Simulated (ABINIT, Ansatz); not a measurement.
## Quasiparticle gap of SiC (Moissanite) in ABINIT

Aim: the G0W0 gap of SiC (Moissanite) on PBE, step by step.

Calculated with ABINIT 10.8.3; PBE and many-body steps on it, plane waves.

**The experiments to reproduce.**

- Gap 3.33 eV: band gap at cryogenic temperature; bulk crystal (literature value) (quoted in “Silicon carbide diodes for neutron detection”, 2020, arxiv:2009.14696).

## Step 1: The structure

It takes space group P6_3mc (No. 186, hexagonal). Conventional cell: a = 3.076 Å, b = 3.076 Å, c = 5.048 Å, α = 90.00°, β = 90.00°, γ = 120.00°. Si has 4 C at 1.87 to 1.94 Å nearest. Nearest to C lie 4 Si at 1.87 to 1.94 Å. Farther neighbours are not listed.

The cell and positions come from the Crystallography Open Database and are kept as given unless a step says otherwise.

## Step 2: Ground state

This step: ABINIT 10.8.3; DFT, PBE, plane waves, norm-conserving pseudopotentials.

The ground-state density comes first.

run.abi

```
acell 3*1.0 Angstrom
rprim 
  3.075999999976 0.000000000005 0.000000000000
  -1.537999999993 2.663894142018 0.000000000000
  0.000000000000 0.000000000000 5.048000000000
ntypat 2
znucl 14 6
natom 4
typat 1 1 2 2
xred 
  0.333333333333 0.666666666667 0.000000000000
  0.666666666667 0.333333333333 0.500000000000
  0.333333333333 0.666666666667 0.385000000000
  0.666666666667 0.333333333333 0.885000000000
pp_dirpath "pseudos"
pseudos "Si.upf, C.upf"
ecut 37
ngkpt 6 6 4
nshiftk 1
shiftk 0 0 0
kptopt 1
chksymbreak 0
nband 14
occopt 1
tolvrs 1e-10
nstep 60
prtwf 0
optforces 0
optstress 0
indata_prefix "in"
outdata_prefix "out"
tmpdata_prefix "tmp"
```

Command:

```console
> OMP_NUM_THREADS=1 mpirun -n 4 abinit run.abi > log
```

Numbers of over 12 decimals in the logs are rounded to 6 here.

The log of the run:

```text
.Version 10.8.3 of ABINIT. v10.8.2 released Aug 2026.

 Symmetries : space group P6_3 m c (#186); Bravais hP (primitive hexag.)
================================================================================
 Values of the parameters that define the memory need of the present run
     intxc =       0    ionmov =       0      iscf =       7    lmnmax =       6
     lnmax =       6     mgfft =      54  mpssoang =       3    mqgrid =    3001
     natom =       4  nloc_mem =       1    nspden =       1   nspinor =       1
    nsppol =       1      nsym =      12    n1xccc =    2501    ntypat =       2
    occopt =       1   xclevel =       2
-    mband =          14        mffmem =           1         mkmem =           6
       mpw =        3018          nfft =       55296          nkpt =          21
================================================================================
  Rough estimation (10% accuracy) of disk space for files :
================================================================================

--------------------------------------------------------------------------------
------------- Echo of variables that govern the present computation ------------
--------------------------------------------------------------------------------
 -outvars: echo values of preprocessed input variables --------
            acell      1.8897261259E+00  1.8897261259E+00  1.8897261259E+00 Bohr

      chksymbreak           0
             ecut      3.70000000E+01 Hartree
-          fftalg         312

              ixc     -101130
              kpt      0.00000000E+00  0.00000000E+00  0.00000000E+00
                       1.66666667E-01  0.00000000E+00  0.00000000E+00
                       3.33333333E-01  0.00000000E+00  0.00000000E+00
                       5.00000000E-01  0.00000000E+00  0.00000000E+00
                       1.66666667E-01  1.66666667E-01  0.00000000E+00
                       3.33333333E-01  1.66666667E-01  0.00000000E+00
                       3.33333333E-01  3.33333333E-01  0.00000000E+00
                       0.00000000E+00  0.00000000E+00  2.50000000E-01
                       1.66666667E-01  0.00000000E+00  2.50000000E-01
   [... 10 further rows ...]
                       3.33333333E-01  1.66666667E-01  5.00000000E-01
                       3.33333333E-01  3.33333333E-01  5.00000000E-01
         kptrlatt        6    0    0      0    6    0      0    0    4
          kptrlen      3.48767854E+01
P           mkmem           6
            natom           4
            nband          14
            ngfft          32      32      54
             nkpt          21
            nstep          60
             nsym          12
           ntypat           2
              occ      2.000000  2.000000  2.000000  2.000000  2.000000  2.000000
                       2.000000  2.000000  0.000000  0.000000  0.000000  0.000000
                       0.000000  0.000000
        optforces           0
        optstress           0
            prtwf           0
            rprim      3.0760000000E+00  5.0000000000E-12  0.0000000000E+00
[...]
spgroup         186

           tolvrs      1.00000000E-10

             xred      3.3333333333E-01  6.6666666667E-01  0.0000000000E+00
[...]
znucl       14.00000    6.00000

================================================================================

 chkinp: Checking input parameters for consistency.

================================================================================
== DATASET  1 ==================================================================
-   mpi_nproc: 4, omp_nthreads: 1 (-1 if OMP is not activated)

--- !DatasetInfo
iteration_state: {dtset: 1, }
dimensions: {natom: 4, nkpt: 21, mband: 14, nsppol: 1, nspinor: 1, nspden: 1, mpw: 3018, }
cutoff_energies: {ecut:  37.0, pawecutdg:  -1.0, }
electrons: {nelect:   1.60000000E+01, charge:   0.00000000E+00, occopt:   1.00000000E+00, tsmear:   1.00000000E-02, }

 Real(R)+Recip(G) space primitive vectors, cartesian coordinates (Bohr,Bohr^-1):
 R(1)=  5.8127976  0.0000000  0.0000000  G(1)=  0.1720342  0.0993240  0.0000000
 R(2)= -2.9063988  5.0340304  0.0000000  G(2)=  0.0000000  0.1986480  0.0000000
 R(3)=  0.0000000  0.0000000  9.5393375  G(3)=  0.0000000  0.0000000  0.1048291
 Unit cell volume ucvol=  2.7913818E+02 bohr^3
 Angles (23,13,12)=  9.00000000E+01  9.00000000E+01  1.20000000E+02 degrees

 getcut: wavevector=  0.0000  0.0000  0.0000  ngfft=  32  32  54
         ecut(hartree)=     37.000   => boxcut(ratio)=   2.01048

--- Pseudopotential description ------------------------------------------------
- Si Generated using ONCVPSP code by D. R. Hamann
- 14.00000   4.00000  171031                  znucl, zion, pspdat
12 -101130 2 -1 1510                          pspcod,pspxc,lmax,lloc,mmax
     nproj     2     2     2
  pspatm : epsatm=    9.34321561
         --- l  ekb(1:nproj) -->
[...]
pspatm: atomic psp has been read  and splines computed

- C Generated using ONCVPSP code by D. R. Hamann
-  6.00000   4.00000  171031                  znucl, zion, pspdat
12 -101130 1 -1 1248                          pspcod,pspxc,lmax,lloc,mmax
     nproj     2     2     0
  pspatm : epsatm=    4.31346680
         --- l  ekb(1:nproj) -->
[...]
pspatm: atomic psp has been read  and splines computed

   4.37013837E+02                                ecore*ucvol(ha*bohr**3)
--------------------------------------------------------------------------------

_setup2: Arith. and geom. avg. npw (full set) are    3001.146    3001.130

================================================================================

--- !BeginCycle
iteration_state: {dtset: 1, }
solver: {iscf: 7, nstep: 60, nline: 4, wfoptalg: 0, }
tolerances: {tolvrs: 1.00E-10, }

     iter   Etot(hartree)      deltaE(h)  residm     vres2
 ETOT  1  -20.337641086206    -2.034E+01 4.849E-02 5.937E+02
 ETOT  2  -20.460855596345    -1.232E-01 3.347E-02 2.498E+02
 ETOT  3  -20.537391256047    -7.654E-02 7.138E-03 1.759E-01
 ETOT  4  -20.537492812717    -1.016E-04 1.183E-03 7.161E-03
 ETOT  5  -20.537493847314    -1.035E-06 7.510E-04 3.002E-04
 ETOT  6  -20.537493877383    -3.007E-08 1.580E-04 2.889E-06
 ETOT  7  -20.537493877957    -5.749E-10 1.622E-04 8.028E-08
 ETOT  8  -20.537493877969    -1.143E-11 1.734E-04 2.268E-09
 ETOT  9  -20.537493877969    -4.903E-13 7.985E-05 6.694E-11

 At SCF step    9       vres2   =  6.69E-11 < tolvrs=  1.00E-10 =>converged.

--- !ResultsGS
iteration_state: {dtset: 1, }
comment   : Summary of ground state results
lattice_vectors:
- [  5.8127976,   0.0000000,   0.0000000, ]
- [ -2.9063988,   5.0340304,   0.0000000, ]
- [  0.0000000,   0.0000000,   9.5393375, ]
lattice_lengths: [   5.81280,    5.81280,    9.53934, ]
lattice_angles: [ 90.000,  90.000, 120.000, ] # degrees, (23, 13, 12)
lattice_volume:   2.7913818E+02
convergence: {deltae: -4.903E-13, res2:  6.694E-11, residm:  7.985E-05, diffor:  0.000E+00, }
etotal    :  -2.05374939E+01
entropy   :   0.00000000E+00
fermie    :   2.62342056E-01
cartesian_stress_tensor: null
pressure_GPa: null
xred      :
- [  3.3333E-01,   6.6667E-01,   0.0000E+00, Si]
- [  6.6667E-01,   3.3333E-01,   5.0000E-01, Si]
- [  3.3333E-01,   6.6667E-01,   3.8500E-01,  C]
- [  6.6667E-01,   3.3333E-01,   8.8500E-01,  C]
cartesian_forces: null
force_length_stats: {min: null, max: null, mean: null, }

 Integrated electronic density in atomic spheres:
 ------------------------------------------------
 Atom  Sphere_radius  Integrated_density
[...]
4        2.00000          4.25024988
================================================================================

 ----iterations are completed or convergence reached----

 Mean square residual over all n,k,spin=   54.290E-08; max=  79.852E-06
 reduced coordinates (array xred) for    4 atoms
       0.333333333333      0.666666666667      0.000000000000
       0.666666666667      0.333333333333      0.500000000000
       0.333333333333      0.666666666667      0.385000000000
       0.666666666667      0.333333333333      0.885000000000
 rms dE/dt=  0.0000E+00; max dE/dt=  0.0000E+00; dE/dt below (all hartree)
    1       0.000000000000      0.000000000000      0.000000000000
    2       0.000000000000      0.000000000000      0.000000000000
    3       0.000000000000      0.000000000000      0.000000000000
    4       0.000000000000      0.000000000000      0.000000000000

 cartesian coordinates (angstrom) at end:
    1     -3.33e-12     1.775929     0.000000
    2      1.538000     0.887965     2.524000
    3     -3.33e-12     1.775929     1.943480
    4      1.538000     0.887965     4.467480
 length scales=  1.889726125908  1.889726125908  1.889726125908 bohr
              =  1.000000000000  1.000000000000  1.000000000000 angstroms
 prteigrs : about to open file out_EIG
 Fermi (or HOMO) energy (hartree) =   0.26234   Average Vxc (hartree)=  -0.41464
 Eigenvalues (hartree) for nkpt=  21  k points:
 kpt#   1, nband= 14, wtk=  0.00694, kpt=  0.0000  0.0000  0.0000 (reduced coord)
  -0.31576   -0.18705   -0.05743    0.20511    0.20511    0.25223    0.25223    0.26234
   0.43211    0.48352    0.50154    0.50154    0.53980    0.58219
 prteigrs : prtvol=0 or 1, do not print more k-points.

--- !EnergyTerms
iteration_state     : {dtset: 1, }
comment             : Components of total free energy in Hartree
kinetic             :  1.17970971388480E+01
hartree             :  2.37509658793516E+00
xc                  : -7.56315009857121E+00
Ewald energy        : -2.08945945883793E+01
psp_core            :  1.56558245601285E+00
local_psp           : -8.33446446050681E+00
non_local_psp       :  5.16939086692048E-01
total_energy        : -2.05374938779693E+01
total_energy_eV     : -5.58853678437893E+02
band_energy         :  5.55257698708976E-01

== END DATASET(S) ==============================================================
================================================================================

 -outvars: echo values of variables after computation  --------
           etotal     -2.0537493878E+01
            nband          14
             nkpt          21
          spgroup         186
 [... the other variables as echoed above ...]

 Calculation completed.
```

Wall time 7.5 s (4 MPI ranks of Intel Xeon Platinum 8488C (Sapphire Rapids), shared host); peak memory 0.32 GiB; 29 s of CPU time.

This step gave:

```yaml
total_energy: -558.8537 eV
gap: 2.329 eV
k_of_the_valence_top: 0, 0, 0
k_of_the_conduction_bottom: 0.3333, 0.3333, 0
least_direct_gap: 4.083 eV
```

The gap is indirect, with the least direct gap 1.75 eV higher.

(Continued in part 2 of 3.)

[Paths, hosts, dates, memory and timing lines, banners, echoed tables and standing remarks are left out of the program output.]

[Logs are printed without paths, hosts, clocks, repeated set-up lines and the standing remarks that a program may print on its own settings, such as how far it seeks lower states.]

[Runs of the session that timed out or met a known fault of the program may be left out.]

[Hosts, paths, dates, database ids (printed as entryN), source tags and the programs' standing remarks are cut or masked in the printed files.]

[G0W0 gaps are taken among the corrected bands and points alone; a level outside them can change the order at an edge.]

[Where Ansatz stands beside ABINIT at settings called matched, ABINIT's density can come from a denser mesh and the files from another edition; pairs whose starting gaps differed by over 0.03 eV were left out, so agreement reads better than it is.]
